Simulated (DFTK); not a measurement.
**Moving the functional in Zn**

```xyz
2
Lattice="2.6700 0.0000 0.0000 -1.3350 2.3123 0.0000 0.0000 0.0000 4.9660" Properties=species:S:1:pos:R:3 pbc="T T T"
Zn    1.3350    0.7708    3.7245
Zn    0.0000    1.5415    1.2415
```

Kept alike: task single point; k mesh 11 × 11 × 6; occupations fermi-dirac, width 0.05 eV; no spin polarisation. Program: DFTK, SG15 1.2 (PBE), cutoff 1225 eV. The mesh is that of the run's cell of 2 atoms. No spin-orbit coupling.

| run | pressure (GPa) |
| --- | --- |
| A | -11.55 |
| B | -3.78 |
| C | -6.14 |

Pressure is positive in compression; the values hold the error of the finite cutoff, so their zero can differ a little from the energy's minimum. For a metal such a mesh leaves the last digits unconverged. All rows use potentials made for PBE.

Q: The runs differ in the functional alone: LDA; PBEsol; r2SCAN. Which run is which?

A: Run A is LDA; run B is r2SCAN; run C is PBEsol. The pressure runs from -11.55 (LDA) to -3.78 GPa (r2SCAN). A positive pressure means that the functional's own cell is larger than the one given, a negative one that it is smaller.
